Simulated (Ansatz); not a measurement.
# Ge: input, output and frames of a trajectory

Level of theory: Ansatz, DFT PBE, scalar-relativistic, plane waves, PAW. Cutoff 420 eV, shifted (0.5, 0.5, 0.5 steps) 2×2×2 k-points, Fermi–Dirac smearing of 0.1 eV. The mesh is coarse. No spin polarisation.

24 atoms, starting at 1.06 times the perfect crystal's volume (space group Imma); Langevin thermostat at 1200 K (friction 0.02 fs⁻¹), fixed cell; 39 steps of 3 fs. The run is short and not equilibrated.

The run converged.

It took 10 min on 4 threads of Arm Neoverse V1 (shared host), peak memory 2.2 GiB.

Command:
```bash
ansatz run input.yaml --threads 4 --pin off --max-ram 9216MiB --backend cpu --events-out ev --progress --plain --runs-dir out
```

Input:
```yaml
crystal:
  lattice:
    - [5.3059851925, 5.3099879177, 2.9027016363]
    - [-5.3059851925, 5.3099879177, 2.9027016363]
    - [0.0, 0.0, 8.7081049089]
  atoms:
    - { symbol: Ge, position: [0.1718021877, 0.5992296214, 0.1969357343] }
    - { symbol: Ge, position: [0.153127573, 0.1310671476, 0.1865600376] }
    - { symbol: Ge, position: [0.0911687707, 0.6778291156, 0.6314267998] }
    - { symbol: Ge, position: [0.5872182911, 0.51149898, 0.3445463404] }
    - { symbol: Ge, position: [0.1209108207, 0.1112421088, 0.5145968922] }
    - { symbol: Ge, position: [0.6616327457, 0.058211338, 0.1860463242] }
    - { symbol: Ge, position: [0.1220035421, 0.5783609816, 0.9293695287] }
    - { symbol: Ge, position: [0.6823255313, 0.7659688159, 0.5799330822] }
    - { symbol: Ge, position: [-0.011291507, 0.1856196299, 0.9032026457] }
    - { symbol: Ge, position: [0.5256381116, 0.1313877384, 0.5931858835] }
    - { symbol: Ge, position: [0.6614722296, 0.6435512048, 0.8978796099] }
    - { symbol: Ge, position: [0.5394869799, 0.1746784677, 0.8705889533] }
    - { symbol: Ge, position: [0.3533068208, 0.4797278227, 0.6838563328] }
    - { symbol: Ge, position: [0.4395113871, 0.8426231369, 0.80338964] }
    - { symbol: Ge, position: [0.4468776161, 0.3484510078, 0.1741471412] }
    - { symbol: Ge, position: [0.8147651495, 0.4145241047, 0.8541327719] }
    - { symbol: Ge, position: [0.4157347237, 0.9362106338, 0.1120855557] }
    - { symbol: Ge, position: [0.7837384191, 0.8858528835, 0.914586787] }
    - { symbol: Ge, position: [0.2666841971, 0.4468045608, 0.4522590291] }
    - { symbol: Ge, position: [0.875418535, 0.3941347974, 0.1453206655] }
    - { symbol: Ge, position: [0.3714149448, 0.8812322992, 0.5000103632] }
    - { symbol: Ge, position: [0.7712665478, 0.7185955817, 0.23493417] }
    - { symbol: Ge, position: [0.9353294332, 0.4087209564, 0.4695687699] }
    - { symbol: Ge, position: [0.937397421, 0.9197981451, 0.4307288883] }
basis:
  ecutwfc: 420
kpoints:
  mp_grid: { grid: [2, 2, 2], shift: [0.5, 0.5, 0.5] }
hamiltonian:
  xc: pbe
scf:
  occupations: { method: fermi_dirac, width: 0.1034 }
  lower_state_search: "off"
  convergence: { dr2_threshold: 1.0e-07 }
output:
  forces: true
  stress: true
md:
  timestep: 3.0
  n_steps: 39
  ensemble: nvt_langevin
  temperature: 1200.0
  initial_velocities: maxwell_boltzmann
  seed: 9662
  friction: 0.02
```

Output (its end):
```
...
  E_band       = -3117.178728
  E_kinetic    = 2647.965036
  E_local      = -54576.874722  (includes V_loc(G=0)·N_el)
  E_nonlocal   = 9973.697802
  E_hartree    = 23875.473372
  E_xc         = -1812.207494
  E_vxc        = -1545.734168  (∫ρ·V_xc dr)
  E_paw        = -48399.191311  (= ΣΔE_a)
  E_vpaw       = -7367.193174  (= ΣTr[D̂ρ^β])
  E_aug_tail   = 0.007309  (compensation charges beyond the density's cutoff)
  E_ewald      = -34778.106082
  E_smearing   = -0.386721  (= −TS)
  E_closure    = -0.000000  (closes the sum)
  Σ components = -103069.622811   (vs F -103069.622811, Δ=0.00e0)
--- Forces (eV/Å), atoms counted from 1 ---
  atom   1  Ge    -0.22528160    -0.34411303     0.34577963
  atom   2  Ge     0.09450763     0.19272587     0.31923054
  atom   3  Ge    -0.55804079     0.49122732    -0.16073608
  atom   4  Ge     0.12523671    -0.86646086    -0.26752315
  atom   5  Ge     0.45073605     0.91309739    -0.42105383
  atom   6  Ge     0.15574795    -0.94042925    -0.44455213
  atom   7  Ge    -0.03362267     0.54716224    -0.50670863
  atom   8  Ge    -0.32067619    -0.09811115     0.28583267
  atom   9  Ge     0.18714744    -0.20971447    -0.91782181
  atom  10  Ge     0.09717184     0.10777603     0.19697431
  atom  11  Ge     0.45993091     0.47352354    -0.35525354
  atom  12  Ge     0.72655958    -1.72586598    -0.56750412
  atom  13  Ge    -0.24795805     0.05237384     0.35971079
  atom  14  Ge    -0.05700806     0.35030747    -0.37349180
  atom  15  Ge    -0.15931904    -0.02279942     0.34667540
  atom  16  Ge     0.06023509     1.23824796     1.41894146
  atom  17  Ge     0.03352174     0.28244502     0.25721198
  atom  18  Ge    -0.45280824    -1.29984542     0.46290650
  atom  19  Ge     0.42559385    -0.52760577    -0.27334256
  atom  20  Ge    -0.71931942     0.48152835     0.74024005
  atom  21  Ge    -0.14853086    -0.10314784     0.09290516
  atom  22  Ge    -0.28018826     1.25025682    -0.34182199
  atom  23  Ge     0.19589341     0.30056294    -0.74319127
  atom  24  Ge     0.19048063    -0.54313821     0.54658656
  max |Σ_I F_I| component: 9.65e-6 eV/Å
--- Stress (GPa, compression-positive) ---
       -0.852617       1.350707       0.388599
        1.350707       4.283982      -1.058140
        0.388599      -1.058140       4.181911
  P = ⅓ Tr σ = 2.5378 GPa (25.378 kbar)
--- MD trajectory: 39 steps, t = 0.0 → 117.0 fs ---
  final state: T = 1467.6 K   F+E_penalty+E_count = -103069.62281117 eV   E_kin = 4.552825 eV
```

Frames along the run (Å, eV/Å; dE is the potential energy from the first frame):

```xyz
24
Lattice="5.306 5.310 2.903 -5.306 5.310 2.903 0.000 0.000 8.708" Properties=species:S:1:pos:R:3:forces:R:3 pbc="T T T" time_fs=0.00 dE_eV=0.0000 T_K=1150
Ge   -2.268    4.094    3.953   -0.787    0.985   -0.715
Ge    0.117    1.509    2.450   -1.100    0.637   -0.318
Ge   -3.113    4.083    7.731   -0.984   -0.525   -0.595
Ge    0.402    5.834    6.190    0.784   -4.966   -0.458
Ge    0.051    1.233    5.155   -0.676    0.015    0.489
Ge    3.202    3.822    3.710   -0.083    0.252    0.797
Ge   -2.421    3.719   10.126   -0.112    1.491    0.146
Ge   -0.444    7.690    9.254    0.209   -1.589   -1.607
Ge   -1.045    0.926    8.371    3.965   -0.597    0.430
Ge    2.092    3.489    7.073   -0.365    1.389   -0.716
Ge    0.095    6.930   11.607   -2.331   -0.974    1.492
Ge    1.936    3.792    9.654   -0.578    2.343   -1.193
Ge   -0.671    4.423    8.373    1.505    0.162    1.035
Ge   -2.139    6.808   10.718   -1.760   -2.153    1.040
Ge    0.522    4.223    3.825   -0.084   -0.007   -0.379
Ge    2.124    6.528   11.006    0.210   -0.197   -2.441
Ge   -2.762    7.179    4.900    1.366   -2.493    0.665
Ge   -0.542    8.866   12.811   -0.085    1.647    0.434
Ge   -0.956    3.789    6.009    0.146   -1.084    0.294
Ge    2.554    6.741    4.951    0.607   -1.386    0.622
Ge   -2.705    6.652    7.990    0.352    0.507   -0.226
Ge    0.279    7.911    6.370   -0.280    5.862    0.721
Ge    2.794    7.137    7.990   -0.498   -0.890    0.371
Ge    0.093    9.862    9.142    0.581    1.571    0.115
24
Lattice="5.306 5.310 2.903 -5.306 5.310 2.903 0.000 0.000 8.708" Properties=species:S:1:pos:R:3:forces:R:3 pbc="T T T" time_fs=15.00 dE_eV=-1.3960 T_K=1642
Ge   -2.365    4.156    3.860   -0.622    0.773    0.354
Ge    0.122    1.597    2.430   -0.868    0.387   -0.207
Ge   -3.153    3.958    7.663   -0.138   -0.285   -0.085
Ge    0.403    5.790    6.338    0.982   -1.924    0.082
Ge   -0.004    1.156    5.163   -0.033    0.133    0.764
Ge    3.173    3.837    3.728    0.042    0.359    0.757
Ge   -2.415    3.675   10.177   -0.134    1.436   -0.791
Ge   -0.360    7.581    9.233    0.306   -0.556   -1.707
Ge   -1.008    0.982    8.417    3.890   -0.480    0.477
Ge    2.121    3.435    7.141   -0.908    2.380   -1.278
Ge    0.079    6.909   11.618   -1.955   -1.211    1.373
Ge    1.878    3.856    9.670   -0.335    1.658   -0.496
Ge   -0.661    4.416    8.398    0.833   -0.061    0.727
Ge   -2.190    6.830   10.709   -0.772   -2.919    1.165
Ge    0.559    4.236    3.856   -0.285   -0.062   -0.546
Ge    2.147    6.492   11.015   -0.225   -0.262   -2.333
Ge   -2.699    7.169    4.889    1.108   -1.848    0.357
Ge   -0.497    8.913   12.713   -0.190    1.762    0.389
Ge   -0.907    3.770    5.930   -0.141   -0.857    0.321
Ge    2.598    6.685    4.970    0.350   -1.505    0.749
Ge   -2.659    6.634    7.951    0.056    0.254   -0.193
Ge    0.196    8.013    6.300    0.008    3.071    0.261
Ge    2.844    7.155    8.062   -0.873   -0.603    0.180
Ge    0.084    9.917    9.239   -0.093    0.359   -0.320
24
Lattice="5.306 5.310 2.903 -5.306 5.310 2.903 0.000 0.000 8.708" Properties=species:S:1:pos:R:3:forces:R:3 pbc="T T T" time_fs=30.00 dE_eV=-3.2270 T_K=1652
Ge   -2.427    4.191    3.782   -0.586    0.743    1.272
Ge    0.085    1.683    2.412   -0.627    0.433   -0.278
Ge   -3.202    3.838    7.587    0.458   -0.096    0.303
Ge    0.432    5.669    6.483    0.944    0.930   -0.102
Ge   -0.105    1.047    5.205    0.518    0.302    1.283
Ge    3.195    3.919    3.771   -0.044    0.344    0.639
Ge   -2.385    3.642   10.203   -0.224    0.749   -1.582
Ge   -0.265    7.538    9.194   -0.116   -0.300   -1.094
Ge   -0.890    1.067    8.427    2.245   -0.037    0.344
Ge    2.168    3.434    7.165   -0.639    2.209   -1.068
Ge    0.018    6.824   11.693   -1.011   -0.827    1.195
Ge    1.808    3.930    9.739   -0.016    0.907   -0.263
Ge   -0.624    4.384    8.442    0.282   -0.370    0.700
Ge   -2.241    6.762   10.746   -0.404   -2.436    0.624
Ge    0.614    4.239    3.859   -0.501   -0.216   -0.434
Ge    2.143    6.417   10.946    0.322   -0.267   -1.751
Ge   -2.686    7.106    4.889    0.817   -1.163    0.273
Ge   -0.440    8.995   12.656   -0.097    1.334    0.014
Ge   -0.915    3.734    5.886   -0.223   -0.453    0.177
Ge    2.614    6.586    4.991    0.224   -1.122    0.496
Ge   -2.665    6.608    7.927   -0.046    0.184   -0.121
Ge    0.178    8.201    6.282    0.546    0.390    0.346
Ge    2.861    7.172    8.138   -1.353   -0.560   -0.074
Ge    0.101   10.011    9.267   -0.470   -0.676   -0.902
24
Lattice="5.306 5.310 2.903 -5.306 5.310 2.903 0.000 0.000 8.708" Properties=species:S:1:pos:R:3:forces:R:3 pbc="T T T" time_fs=45.00 dE_eV=-4.2105 T_K=1732
Ge   -2.420    4.216    3.748   -0.705    0.749    1.377
Ge    0.026    1.746    2.377   -0.449    0.478   -0.422
Ge   -3.222    3.752    7.560    0.624    0.103    0.426
Ge    0.485    5.620    6.590    0.614    1.138   -0.548
Ge   -0.186    0.929    5.252    0.766    0.245    1.683
Ge    3.207    4.035    3.811    0.255    0.311    0.621
Ge   -2.365    3.616   10.185   -0.313    0.279   -1.639
Ge   -0.153    7.555    9.174   -0.428   -0.412   -0.675
Ge   -0.749    1.171    8.392    1.067    0.156    0.220
Ge    2.186    3.482    7.171   -0.053    1.162   -0.595
Ge   -0.045    6.713   11.787   -0.126   -0.351    0.914
Ge    1.736    3.980    9.797    0.219    0.280   -0.277
Ge   -0.578    4.398    8.479   -0.081   -0.596    0.718
Ge   -2.287    6.658   10.784   -0.554   -1.304   -0.015
Ge    0.720    4.179    3.862   -1.058   -0.312   -0.225
Ge    2.148    6.369   10.848    0.522   -0.006   -1.009
Ge   -2.700    7.037    4.903    0.558   -0.803    0.271
Ge   -0.468    9.076   12.567   -0.029    0.734   -0.144
Ge   -0.951    3.666    5.823    0.413    0.513    0.373
Ge    2.569    6.502    4.980    0.242   -0.704    0.318
Ge   -2.710    6.589    7.927   -0.034    0.213   -0.057
Ge    0.158    8.377    6.251    0.741   -0.144    0.304
Ge    2.859    7.143    8.164   -1.768   -0.746   -0.341
Ge    0.159   10.084    9.237   -0.424   -0.984   -1.279
24
Lattice="5.306 5.310 2.903 -5.306 5.310 2.903 0.000 0.000 8.708" Properties=species:S:1:pos:R:3:forces:R:3 pbc="T T T" time_fs=60.00 dE_eV=-4.9866 T_K=1509
Ge   -2.412    4.215    3.803   -0.928    0.565    0.424
Ge   -0.022    1.824    2.323   -0.236    0.326   -0.340
Ge   -3.240    3.698    7.556    0.686    0.263    0.457
Ge    0.502    5.657    6.638    0.362    1.155   -0.679
Ge   -0.235    0.834    5.310    0.867    0.178    1.321
Ge    3.237    4.162    3.850    0.569    0.130    0.503
Ge   -2.343    3.603   10.120   -0.398    0.113   -0.669
Ge   -0.095    7.587    9.117   -0.626   -0.547   -0.461
Ge   -0.657    1.241    8.393    0.521    0.194    0.071
Ge    2.136    3.503    7.108    0.223    0.354   -0.294
Ge   -0.108    6.616   11.864    0.515   -0.094    0.592
Ge    1.716    4.059    9.809    0.428   -0.472   -0.288
Ge   -0.525    4.388    8.497   -0.150   -0.652    0.572
Ge   -2.335    6.555   10.816   -0.650   -0.594   -0.408
Ge    0.790    4.081    3.842   -1.323   -0.330   -0.169
Ge    2.149    6.370   10.728    0.394    0.280   -0.129
Ge   -2.682    6.971    4.905    0.274   -0.535    0.275
Ge   -0.528    9.139   12.477   -0.078    0.123    0.009
Ge   -0.962    3.643    5.784    0.689    0.554    0.545
Ge    2.513    6.405    4.978    0.218   -0.050    0.278
Ge   -2.747    6.631    7.873   -0.065    0.209    0.030
Ge    0.198    8.527    6.221    0.614   -0.197    0.174
Ge    2.813    7.069    8.217   -1.524   -0.555   -0.615
Ge    0.245   10.121    9.171   -0.383   -0.419   -1.198
24
Lattice="5.306 5.310 2.903 -5.306 5.310 2.903 0.000 0.000 8.708" Properties=species:S:1:pos:R:3:forces:R:3 pbc="T T T" time_fs=72.00 dE_eV=-5.4002 T_K=1495
Ge   -2.431    4.231    3.856   -1.106    0.454   -0.170
Ge   -0.054    1.861    2.301   -0.186    0.511   -0.364
Ge   -3.233    3.660    7.540    0.400    0.470    0.308
Ge    0.522    5.762    6.615    0.071    0.839   -0.303
Ge   -0.243    0.742    5.389    0.709    0.510    0.763
Ge    3.303    4.253    3.877    0.221   -0.223    0.274
Ge   -2.338    3.587   10.098   -0.394    0.087   -0.228
Ge   -0.126    7.577    9.059   -0.630   -0.340   -0.272
Ge   -0.612    1.316    8.390    0.307    0.216   -0.058
Ge    2.097    3.505    7.052    0.223    0.106   -0.146
Ge   -0.155    6.531   11.922    0.828    0.145    0.242
Ge    1.708    4.125    9.841    0.462   -1.299   -0.417
Ge   -0.499    4.368    8.515   -0.016   -0.473    0.141
Ge   -2.376    6.497   10.816   -0.586   -0.346   -0.524
Ge    0.777    4.031    3.832   -0.792   -0.374   -0.152
Ge    2.159    6.368   10.593    0.129    0.686    1.024
Ge   -2.669    6.887    4.933    0.128   -0.340    0.242
Ge   -0.573    9.166   12.450   -0.207   -0.474    0.117
Ge   -0.998    3.675    5.773    0.768    0.172    0.787
Ge    2.485    6.338    4.959    0.139    0.505    0.305
Ge   -2.778    6.676    7.805   -0.059    0.168    0.144
Ge    0.229    8.579    6.175    0.564   -0.156    0.175
Ge    2.752    6.995    8.245   -0.781   -0.191   -1.213
Ge    0.292   10.192    9.088   -0.190   -0.651   -0.675
24
Lattice="5.306 5.310 2.903 -5.306 5.310 2.903 0.000 0.000 8.708" Properties=species:S:1:pos:R:3:forces:R:3 pbc="T T T" time_fs=87.00 dE_eV=-5.4870 T_K=1489
Ge   -2.521    4.260    3.849   -0.858    0.245    0.056
Ge   -0.086    1.943    2.244   -0.075    0.379   -0.119
Ge   -3.199    3.629    7.569   -0.091    0.469   -0.058
Ge    0.517    5.934    6.571   -0.074    0.325   -0.057
Ge   -0.218    0.658    5.454    0.462    1.165    0.100
Ge    3.400    4.309    3.915   -0.056   -0.627   -0.028
Ge   -2.383    3.597   10.103   -0.151    0.079   -0.247
Ge   -0.173    7.546    8.986   -0.495   -0.238    0.011
Ge   -0.543    1.457    8.390    0.162    0.114   -0.353
Ge    2.091    3.544    6.968    0.195    0.022   -0.040
Ge   -0.209    6.459   12.010    0.786    0.366   -0.166
Ge    1.698    4.165    9.816    0.378   -2.105   -0.597
Ge   -0.519    4.388    8.496    0.008   -0.240    0.009
Ge   -2.463    6.464   10.816   -0.331   -0.122   -0.516
Ge    0.747    3.966    3.806   -0.244   -0.330    0.030
Ge    2.194    6.319   10.516   -0.094    1.294    2.469
Ge   -2.644    6.775    4.951   -0.028   -0.142    0.225
Ge   -0.606    9.187   12.432   -0.357   -1.176    0.418
Ge   -1.041    3.744    5.789    0.551   -0.246    0.511
Ge    2.513    6.320    4.938   -0.070    0.779    0.338
Ge   -2.833    6.738    7.743   -0.029    0.124    0.267
Ge    0.317    8.579    6.134    0.229    0.129    0.042
Ge    2.652    6.877    8.274    0.169    0.424   -2.073
Ge    0.285   10.236    9.009    0.014   -0.688   -0.220
24
Lattice="5.306 5.310 2.903 -5.306 5.310 2.903 0.000 0.000 8.708" Properties=species:S:1:pos:R:3:forces:R:3 pbc="T T T" time_fs=102.00 dE_eV=-5.3006 T_K=1007
Ge   -2.518    4.334    3.804   -0.592   -0.098    0.296
Ge   -0.134    2.005    2.216   -0.044    0.442    0.169
Ge   -3.184    3.594    7.563   -0.370    0.428   -0.213
Ge    0.459    6.069    6.499    0.004   -0.376   -0.084
Ge   -0.215    0.675    5.495    0.442    1.357   -0.389
Ge    3.468    4.353    3.932    0.183   -1.058   -0.333
Ge   -2.392    3.604   10.093   -0.053    0.115   -0.436
Ge   -0.206    7.505    8.923   -0.414   -0.143    0.175
Ge   -0.483    1.565    8.431    0.127   -0.028   -0.740
Ge    2.064    3.600    6.895    0.163    0.020    0.068
Ge   -0.254    6.412   12.072    0.591    0.463   -0.354
Ge    1.660    4.158    9.789    0.488   -2.052   -0.616
Ge   -0.533    4.443    8.458   -0.075   -0.037    0.105
Ge   -2.552    6.430   10.783   -0.144    0.162   -0.453
Ge    0.779    3.904    3.795   -0.158   -0.231    0.221
Ge    2.222    6.284   10.519   -0.042    1.352    2.519
Ge   -2.693    6.682    4.984    0.006    0.089    0.226
Ge   -0.599    9.237   12.431   -0.473   -1.576    0.597
Ge   -1.057    3.791    5.845    0.446   -0.424    0.108
Ge    2.587    6.342    4.893   -0.470    0.944    0.620
Ge   -2.881    6.832    7.743   -0.029    0.047    0.283
Ge    0.409    8.548    6.097   -0.075    0.818   -0.102
Ge    2.573    6.788    8.238    0.379    0.576   -1.886
Ge    0.293   10.295    8.930    0.109   -0.791    0.219
24
Lattice="5.306 5.310 2.903 -5.306 5.310 2.903 0.000 0.000 8.708" Properties=species:S:1:pos:R:3:forces:R:3 pbc="T T T" time_fs=117.00 dE_eV=-5.4200 T_K=1468
Ge   -2.573    4.370    3.829   -0.225   -0.344    0.346
Ge   -0.182    2.073    2.212    0.095    0.193    0.319
Ge   -3.114    3.583    7.519   -0.558    0.491   -0.161
Ge    0.368    6.146    6.465    0.125   -0.866   -0.268
Ge   -0.226    0.772    5.529    0.451    0.913   -0.421
Ge    3.505    4.363    3.920    0.156   -0.940   -0.445
Ge   -2.379    3.566   10.089   -0.034    0.547   -0.507
Ge   -0.218    7.483    8.870   -0.321   -0.098    0.286
Ge   -0.437    1.709    8.426    0.187   -0.210   -0.918
Ge    2.011    3.629    6.847    0.097    0.108    0.197
Ge   -0.312    6.351   12.129    0.460    0.474   -0.355
Ge    1.646    4.194    9.788    0.727   -1.726   -0.568
Ge   -0.505    4.520    8.447   -0.248    0.052    0.360
Ge   -2.646    6.372   10.770   -0.057    0.350   -0.373
Ge    0.841    3.821    3.809   -0.159   -0.023    0.347
Ge    2.213    6.315   10.613    0.060    1.238    1.419
Ge   -2.743    6.652    5.019    0.034    0.282    0.257
Ge   -0.596    9.251   12.417   -0.453   -1.300    0.463
Ge   -1.023    3.797    5.898    0.426   -0.528   -0.273
Ge    2.639    6.391    4.878   -0.719    0.482    0.740
Ge   -2.848    6.917    7.798   -0.149   -0.103    0.093
Ge    0.480    8.542    6.091   -0.280    1.250   -0.342
Ge    2.546    6.756    8.142    0.196    0.301   -0.743
Ge    0.325   10.265    8.798    0.190   -0.543    0.547
```